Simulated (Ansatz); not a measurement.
# Sb (I4/mmm) in Ansatz: a series of runs, part 2 of 2

Ansatz 0.2.0. The steps go on from the part before.

### Step 4. Single point, PBEsol, 25.34 Å³/atom (volume scaled by 0.94)

Input file input.yaml:

```yaml
crystal:
  lattice:
    - [-1.5443568632, 1.5443568632, 2.656577215]
    - [1.5443568632, -1.5443568632, 2.656577215]
    - [1.5443568632, 1.5443568632, -2.656577215]
  atoms:
    - { symbol: Sb, position: [0.0, 0.0, 0.0] }
kpoints:
  mp_grid: { grid: [12, 12, 12] }
scf:
  occupations: { method: fermi_dirac, width: 0.05 }
hamiltonian:
  xc: pbesol
  pseudopotentials: { kind: all_electron, lapw: { basis_error: 0.0005 } }
output:
  forces: true
  stress: true
  eigenvalues: true
```

Potentials or basis: all-electron LAPW, scalar-relativistic.

Launch:

```sh
$ ansatz run input.yaml --threads 1 --pin off --max-ram 3072MiB --backend cpu --events-out ev --progress --plain --runs-dir out
```

The log of the run:

```text
Warning: RAYON_NUM_THREADS=1 ignored (pool sized by the plan → 1); use --threads N
LAPW: plane waves up to 7.469 Å⁻¹, error target 5.0e-4 eV per atom; small_component_spin mean_spin; Sb in spheres of 1.544 Å, 23 of its electrons in bands, Dirac shells [] (how accurate: hamiltonian.pseudopotentials.lapw.basis_error, Limitations)
Engine: ansatz 0.2.0, x86_64-unknown-linux-gnu
Pseudopotentials: kind: all_electron
Pseudopotential: Sb, LAPW, valence charge 23, lapw/all_electron/scalar/gaussian/Sb, Koelling and Harmon's equation, gaussian nucleus
Functional definition: PBEsol
  exchange = pbesol_x
  correlation = pbesol_c
Crystal: 1 atoms, lattice volume = 25.344 Å³
Basis set: ecut = 212.55836796370332 eV, 195 PW (Γ), FFT grids on a1+a3, a2+a3, a3, exchange–correlation at level 2
Bands: 16, of which v1, the nominal top of the filled ones, is band 12 counted from 1 (11 counted from 0)
Symmetry: 16 space group operations
Space group: I4/mmm (ITA 139), of the structure as read, at distance tolerance 2.9e-5 Å
k-points: 163 of 1728
Non-local potential: Sb, projectors of the file, none
Initial density: superposition of atomic densities (chi_scale 0.1, normalization cell)
Initial wavefunctions: plane waves of lowest kinetic energy (no species holds an atomic orbital)
Functional: x = pbesol(κ = 0.804, μ = 0.12345679012345678), c = pbesol(β = 0.046)
iter 1 solved again at ethr=4.78e-5 eV; its pass at ethr=1.00e-1 eV (dr2=1.10e-2 eV) is discarded
SCF iter   1: F=—  HF=-176291.566733 eV  |F-HF|=—  |Δ(HF+E_count)|=         —  Δρ=7.65e-3  dr2=1.10e-2  ethr=4.78e-5  ⟨swp⟩=3.4  Hψ=18439  notcnv=1
preconditioner: auto → Kerker (q_TF=auto, 2.685 Å⁻¹)  [metal: Δε(μ)=0.028 eV  Ē_g=12.926 eV  σ=0.050 eV  W_gap=0.14  n_scr=10 (ndim 8)  ℏωp=16.5 eV  f_vac=0.000  D(μ)=0.63/eV (n_scr^D=0)]
SCF iter   2: F=—  HF=-176291.556994 eV  |F-HF|=—  |Δ(HF+E_count)|=   9.74e-3  Δρ=4.76e-3  dr2=4.78e-3  ethr=4.78e-5  ⟨swp⟩=2.0  Hψ=7279  notcnv=0
SCF iter   3: F=—  HF=-176291.555482 eV  |F-HF|=—  |Δ(HF+E_count)|=   1.51e-3  Δρ=2.06e-3  dr2=1.05e-3  ethr=2.08e-5  ⟨swp⟩=2.0  Hψ=7280  notcnv=0
SCF iter   4: F=—  HF=-176291.555334 eV  |F-HF|=—  |Δ(HF+E_count)|=   1.48e-4  Δρ=8.82e-4  dr2=2.14e-4  ethr=4.54e-6  ⟨swp⟩=2.0  Hψ=7279  notcnv=0
iter 5 solved again at ethr=2.31e-8 eV; its pass at ethr=9.30e-7 eV (dr2=5.32e-6 eV) is discarded
SCF iter   5: F=—  HF=-176291.555361 eV  |F-HF|=—  |Δ(HF+E_count)|=   2.66e-5  Δρ=1.39e-4  dr2=5.31e-6  ethr=2.31e-8  ⟨swp⟩=2.0  Hψ=12433  notcnv=0
SCF iter   6: F=—  HF=-176291.555361 eV  |F-HF|=—  |Δ(HF+E_count)|=   3.14e-7  Δρ=5.13e-5  dr2=8.57e-7  ethr=2.31e-8  ⟨swp⟩=2.0  Hψ=7279  notcnv=0
SCF iter   7: F=-176291.555361 eV  HF=-176291.555361 eV  |F-HF|=3.78e-10  |Δ(HF+E_count)|=   4.70e-8  Δρ=1.20e-5  dr2=5.18e-8  ethr=3.73e-9  ⟨swp⟩=2.0  Hψ=7281  notcnv=0  defer=1
SCF 1 converged in 7 iterations: F = -176291.555361 eV  dr2 = 5.18e-8
SCF converged after 7 iterations
Free energy (F): -176291.555361 eV
Harris-Foulkes:  -176291.555361 eV  (|F-HF|=3.78e-10)
Internal energy: -176291.550003 eV  (E = F + TS)
E sigma→0 (E₀):  -176291.552682 eV
Entropy (-TS):   -0.005358 eV (-5.358 meV/atom)
Fermi energy:    15.678127 eV
--- Per-component energies (eV) ---
  E_band       = -831.731162
  E_kinetic    = 185777.513497
  E_xc         = -4566.853379
  E_electrostatic = -357502.210121  (all electrons and nuclei)
  E_smearing   = -0.005358  (= −TS)
  E_closure    = 0.000000  (closes the sum)
  E_atoms      = -176287.264445  (free atoms, spherical and without spin; not in F)
  Σ components = -176291.555361   (vs F -176291.555361, Δ=0.00e0)
  Basis errors (estimates in eV, not in F): energy 1.5e-4 per atom: plane waves 1.4e-4 (7.2e-5 summed), levels above the bands 3.0e-92, relativity 4.6e-9, radial functions 9.4e-6, core shells 5.6e-10; eigenvalues (radial functions only) 1.8e-4; not estimated: angular momenta, meshes, grids; target (lapw.basis_error) 5.0e-4; muffin-tin radii Sb 1.544 Å
--- Forces (eV/Å), atoms counted from 1 ---
  atom   1  Sb    -0.00000000     0.00000000     0.00000000
  max |Σ_I F_I| component: 3.94e-31 eV/Å
--- Stress (GPa, compression-positive) ---
        3.716383       0.000000       0.000000
        0.000000       3.716383       0.000000
        0.000000       0.000000       2.107483
  P = ⅓ Tr σ = 3.1801 GPa (31.801 kbar)
--- Band table (eV; the first three rows and the last of 163) ---
  k-point 0: bands = ["-128.6076", "-81.6497", "-81.6257", "-81.6257", "-13.6583", "-13.5982", "-13.5559", "-13.5559", "-13.4899", "2.2135", "20.7610", "21.5406", "21.5406", "25.9240", "26.2429", "27.1678"]
  k-point 1: bands = ["-128.6076", "-81.6497", "-81.6260", "-81.6259", "-13.6423", "-13.5922", "-13.5604", "-13.5538", "-13.4957", "2.4357", "20.3273", "20.3950", "20.7220", "24.6404", "26.1708", "27.3778"]
  k-point 2: bands = ["-128.6076", "-81.6498", "-81.6266", "-81.6265", "-13.5983", "-13.5764", "-13.5728", "-13.5478", "-13.5118", "3.1011", "18.5415", "19.0791", "19.2682", "22.9863", "26.2504", "26.4868"]
  k-point 162: bands = ["-128.6076", "-81.6509", "-81.6261", "-81.6261", "-13.6824", "-13.6130", "-13.4917", "-13.4917", "-13.4740", "6.2661", "9.6010", "17.9006", "17.9006", "21.7791", "22.0463", "37.2159"]
```

It took 11 s on 1 thread of Intel Xeon Platinum 8375C at 2.90GHz (Ice Lake), shared host; peak memory 0.38 GiB.

Results:

```yaml
Free_energy: -176291.5554 eV
Pressure: 3.2 GPa
Band_gap_on_the_k_mesh: none (metal or under the smearing width)
```

### Step 5. Single point, PBEsol, 25.88 Å³/atom (volume scaled by 0.96)

Changes to input.yaml since step 4:

```diff
@@ -2,5 +2,5 @@
   lattice:
-    - [-1.5443568632, 1.5443568632, 2.656577215]
-    - [1.5443568632, -1.5443568632, 2.656577215]
-    - [1.5443568632, 1.5443568632, -2.656577215]
+    - [-1.5552329741, 1.5552329741, 2.6752861216]
+    - [1.5552329741, -1.5552329741, 2.6752861216]
+    - [1.5552329741, 1.5552329741, -2.6752861216]
   atoms:
```

Launch:

```sh
$ ansatz run input.yaml --threads 1 --pin off --max-ram 3072MiB --backend cpu --events-out ev --progress --plain --runs-dir out
```

Run time: 15 s. Hardware: 1 thread of Intel Xeon Platinum 8375C at 2.90GHz (Ice Lake), shared host; peak memory 0.39 GiB.

It converged, with:

- Free energy: -176291.5632 eV
- Pressure: 1.5 GPa
- Band gap on the k mesh: none (metal or under the smearing width)

### Step 6. Single point, PBEsol, 26.42 Å³/atom (volume scaled by 0.98)

Changes to input.yaml since step 5:

```diff
@@ -2,5 +2,5 @@
   lattice:
-    - [-1.5552329741, 1.5552329741, 2.6752861216]
-    - [1.5552329741, -1.5552329741, 2.6752861216]
-    - [1.5552329741, 1.5552329741, -2.6752861216]
+    - [-1.5659590577, 1.5659590577, 2.6937369538]
+    - [1.5659590577, -1.5659590577, 2.6937369538]
+    - [1.5659590577, 1.5659590577, -2.6937369538]
   atoms:
```

Potentials or basis: all-electron LAPW, scalar-relativistic.

Launch:

```sh
$ ansatz run input.yaml --threads 1 --pin off --max-ram 3072MiB --backend cpu --events-out ev --progress --plain --runs-dir out
```

It took 11 s on 1 thread of Intel Xeon Platinum 8375C at 2.90GHz (Ice Lake), shared host; peak memory 0.36 GiB.

It converged, with:

```yaml
Free_energy: -176291.5659 eV
Pressure: 0.1 GPa
Band_gap_on_the_k_mesh: none (metal or under the smearing width)
```

### Step 7. Single point, PBEsol, 26.96 Å³/atom

Changes to input.yaml since step 6:

```diff
@@ -2,5 +2,5 @@
   lattice:
-    - [-1.5659590577, 1.5659590577, 2.6937369538]
-    - [1.5659590577, -1.5659590577, 2.6937369538]
-    - [1.5659590577, 1.5659590577, -2.6937369538]
+    - [-1.5765401831, 1.5765401831, 2.7119384313]
+    - [1.5765401831, -1.5765401831, 2.7119384313]
+    - [1.5765401831, 1.5765401831, -2.7119384313]
   atoms:
```

Launch:

```sh
$ ansatz run input.yaml --threads 1 --pin off --max-ram 3072MiB --backend cpu --events-out ev --progress --plain --runs-dir out
```

Run time: 11 s. Hardware: 1 thread of Intel Xeon Platinum 8375C at 2.90GHz (Ice Lake), shared host; peak memory 0.38 GiB.

The run converged. Its results:

| Property | Result |
| --- | --- |
| Free energy | -176291.5638 eV |
| Pressure | -1.3 GPa |
| Band gap on the k mesh | none (metal or under the smearing width) |

### Step 8. Single point, PBEsol, 27.50 Å³/atom (volume scaled by 1.02)

Changes to input.yaml since step 7:

```diff
@@ -2,5 +2,5 @@
   lattice:
-    - [-1.5765401831, 1.5765401831, 2.7119384313]
-    - [1.5765401831, -1.5765401831, 2.7119384313]
-    - [1.5765401831, 1.5765401831, -2.7119384313]
+    - [-1.5869811508, 1.5869811508, 2.7298988119]
+    - [1.5869811508, -1.5869811508, 2.7298988119]
+    - [1.5869811508, 1.5869811508, -2.7298988119]
   atoms:
```

Launch:

```sh
$ ansatz run input.yaml --threads 1 --pin off --max-ram 3072MiB --backend cpu --events-out ev --progress --plain --runs-dir out
```

Wall time 12 s (1 thread of Intel Xeon Platinum 8375C at 2.90GHz (Ice Lake), shared host); peak memory 0.38 GiB.

Results (log left out):

| Quantity | Value |
| --- | --- |
| Free energy | -176291.5575 eV |
| Pressure | -2.4 GPa |
| Band gap on the k mesh | none (metal or under the smearing width) |

### Step 9. Single point, PBEsol, 28.04 Å³/atom (volume scaled by 1.04)

Changes to input.yaml since step 8:

```diff
@@ -2,5 +2,5 @@
   lattice:
-    - [-1.5869811508, 1.5869811508, 2.7298988119]
-    - [1.5869811508, -1.5869811508, 2.7298988119]
-    - [1.5869811508, 1.5869811508, -2.7298988119]
+    - [-1.597286512, 1.597286512, 2.7476259243]
+    - [1.597286512, -1.597286512, 2.7476259243]
+    - [1.597286512, 1.597286512, -2.7476259243]
   atoms:
```

Potentials or basis: all-electron LAPW, scalar-relativistic.

Launch:

```sh
$ ansatz run input.yaml --threads 1 --pin off --max-ram 3072MiB --backend cpu --events-out ev --progress --plain --runs-dir out
```

It took 11 s on 1 thread of Intel Xeon Platinum 8375C at 2.90GHz (Ice Lake), shared host; peak memory 0.38 GiB.

It converged, with:

```yaml
Free_energy: -176291.5476 eV
Pressure: -3.5 GPa
Band_gap_on_the_k_mesh: none (metal or under the smearing width)
```

### Step 10. Single point, PBEsol, 28.58 Å³/atom (volume scaled by 1.06)

Changes to input.yaml since step 9:

```diff
@@ -2,5 +2,5 @@
   lattice:
-    - [-1.597286512, 1.597286512, 2.7476259243]
-    - [1.597286512, -1.597286512, 2.7476259243]
-    - [1.597286512, 1.597286512, -2.7476259243]
+    - [-1.6074605858, 1.6074605858, 2.7651271982]
+    - [1.6074605858, -1.6074605858, 2.7651271982]
+    - [1.6074605858, 1.6074605858, -2.7651271982]
   atoms:
```

Launch:

```sh
$ ansatz run input.yaml --threads 1 --pin off --max-ram 3072MiB --backend cpu --events-out ev --progress --plain --runs-dir out
```

It took 10 s on 1 thread of Intel Xeon Platinum 8375C at 2.90GHz (Ice Lake), shared host; peak memory 0.36 GiB.

Results (log left out):

| Property | Result |
| --- | --- |
| Free energy | -176291.5343 eV |
| Pressure | -4.4 GPa |
| Band gap on the k mesh | none (metal or under the smearing width) |

### Step 11. The reference run

An earlier run on the cell as given: functional PBEsol; potentials or basis all-electron LAPW, scalar-relativistic; cutoff 185 eV (chosen from the basis error); basis error allowed 0.001 eV/atom; k mesh 12 × 12 × 12; occupations fermi-dirac, width 0.05 eV; no spin polarisation.

* Pressure: -1.3 GPa
* Band gap on the k mesh: none (metal or under the smearing width)

### Step 12. Overview

```tsv
task	potentials or basis	k mesh	cutoff (eV)	basis error allowed	gap on the mesh (eV)	pressure (GPa)
density of states	all-electron PAW datasets made for the crystal	12 × 12 × 12	160	-	none	-1.3
elastic constants	all-electron LAPW, scalar-relativistic	9 × 9 × 9	201	0.001 eV/atom	none	-1.1
single point	all-electron LAPW, scalar-relativistic	12 × 12 × 12	185	0.001 eV/atom	none	-1.3
```

Alike in all rows: level PBEsol; no spin polarisation; cell as given; smearing fermi-dirac 0.05 eV.

Caveats: the program warned that the printed levels may be off, so bands, gaps and densities of states are rough (some runs); the k mesh is thin for a metal, which can move the energy by tens of meV per atom (some runs); a metal's response needs a denser mesh (some runs); the elastic tensor has a negative eigenvalue, so either the cell is unstable as it stands or the mesh is too thin (some runs).

Compare energies only between runs with the same functional and basis.
